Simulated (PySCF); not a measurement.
J couplings in C4H9NO

Geometry (Å), atoms numbered from 1 in this order:
```xyz
15

C    -1.0811    0.8430    0.1807
C    -1.2690   -0.5866   -0.3426
O    -0.1741   -0.9870   -1.1398
C     1.0409   -0.8986   -0.4252
C     1.2746    0.5249    0.0971
N     0.1656    0.9898    0.9156
H    -1.9138    1.1199    0.8294
H    -1.0441    1.5354   -0.6651
H    -1.3788   -1.2798    0.5089
H    -2.1505   -0.6623   -0.9809
H     1.0243   -1.6048    0.4224
H     1.8239   -1.1982   -1.1232
H     1.3622    1.2091   -0.7515
H     2.1941    0.5668    0.6836
H     0.1214    0.4364    1.7687
```

Indirect spin–spin couplings were computed at B3LYP/pcJ-1 (spin–dipole term only in couplings to heteroatoms) (PySCF 2.14) on a GFN2-xTB structure, for the isolated molecule, without vibrational or relativistic corrections. Couplings are averaged over pairs made equivalent by symmetry, fast rotation or ring inversion, so a value needn't be that of the named pair in this geometry, while other rotamers aren't included; one pair stands for each set, and the list holds those of at least 1.5 Hz over up to four bonds, among pairs with at least one C or N or H atom (others weren't computed).

Isotopes: $^{13}$C, $^{1}$H, $^{15}$N, $^{17}$O. Couplings to quadrupolar nuclei such as 17O and 33S are rarely resolved in practice.

```
   pair  bonds  J (Hz)
 C1, C2      1    34.9
 C1, N6      1       ?
 C1, H7      1   141.6
 C2, O3      1    23.3
 C2, H9      1       ?
N6, H15      1       ?
 C1, C5      2    -1.9
 C2, C4      2       ?
 O3, H9      2       ?
 N6, H7      2    -2.9
 H7, H8      2   -14.1
H9, H10      2   -11.6
 C1, C4      3     2.6
C1, H13      3     4.9
C2, H11      3     4.9
 O3, H7      3    -1.8
 H7, H9      3     2.9
H7, H10      3     6.4
H7, H15      3       ?
```

Estimate the withheld couplings, with signs.

Results:


- $^{1}J$(C1,N6) = -3.6 Hz (bond length 1.455 Å)
- $^{1}J$(C2,H9) = 145.1 Hz (bond length 1.103 Å, sp3 carbon)
- $^{1}J$(N6,H15) = -66.7 Hz (bond length 1.018 Å)
- $^{2}J$(C2,C4) = -2.7 Hz (angle at O3 111°)
- $^{2}J$(O3,H9) = -8.4 Hz (mean over equivalent pairs that range from -13.6 to -3.2 Hz in this conformer)
- $^{3}J$(H7,H15) = 8.7 Hz (mean over equivalent pairs that range from 3.1 to 14.4 Hz in this conformer)
